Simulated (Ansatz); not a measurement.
# HgS3: the cost of one run

Computed with Ansatz 0.2.0 (DFT PBE, scalar-relativistic, plane waves, PAW, unless a step's input says otherwise).

## 1. Starting point

It takes space group Pm-3m (No. 221, cubic). The conventional cell has a = 4.812 Å, b = 4.812 Å, c = 4.812 Å, α = 90.00°, β = 90.00°, γ = 90.00°. Hg (site symmetry m-3m) has 6 S at 2.41 Å as nearest neighbours. S (site symmetry 4/mmm) is surrounded by 2 Hg at 2.41 Å.

Structure file:

```cif
data_structure
_symmetry_space_group_name_H-M 'Pm-3m'
_symmetry_Int_Tables_number 221
_cell_length_a 4.8120
_cell_length_b 4.8120
_cell_length_c 4.8120
_cell_angle_alpha 90.000
_cell_angle_beta 90.000
_cell_angle_gamma 90.000
_cell_volume 111.42
loop_
_atom_site_label
_atom_site_type_symbol
_atom_site_symmetry_multiplicity
_atom_site_Wyckoff_symbol
_atom_site_fract_x
_atom_site_fract_y
_atom_site_fract_z
_atom_site_occupancy
Hg1 Hg 1 a 0.00000 0.00000 0.00000 1
S1 S 3 d 0.50000 0.00000 0.00000 1
```

This is candidate A: ReO3 type (Pm-3m, No. 221).

(A quick probe on a coarse mesh, which set the mesh and smearing, is not shown.)

## 3. Coarse relaxation (candidate A)

Contents of input.yaml:

```yaml
crystal:
  lattice:
    - [4.8119541971, 0.0, 0.0]
    - [0.0, 4.8119541971, 0.0]
    - [0.0, 0.0, 4.8119541971]
  atoms:
    - { symbol: Hg, position: [0.0, 0.0, 0.0] }
    - { symbol: S, position: [0.5, 0.0, 0.0] }
    - { symbol: S, position: [0.0, 0.5, 0.0] }
    - { symbol: S, position: [0.0, 0.0, 0.5] }
basis:
  ecutwfc: 420
kpoints:
  mp_grid: { grid: [4, 4, 4] }
hamiltonian:
  xc: pbe
scf:
  occupations: { method: gaussian, width: 0.1 }
  lower_state_search: "off"
output:
  forces: true
  stress: true
  eigenvalues: true
relax:
  adjacent_minimum: "off"
  f_tol: 0.04
  max_steps: 70
  cell: { stress_tol: 0.4 }
```

Launch:

```bash
> ansatz run input.yaml --threads 1 --pin off --max-ram 2560MiB --backend cpu --events-out ev --progress --plain --runs-dir out
```

**Question.** How long does this run take on 1 thread of Intel Xeon Platinum 8488C (Sapphire Rapids), shared host, and how much memory does it need?

About 6.5 s, with a peak of 0.4 GiB.
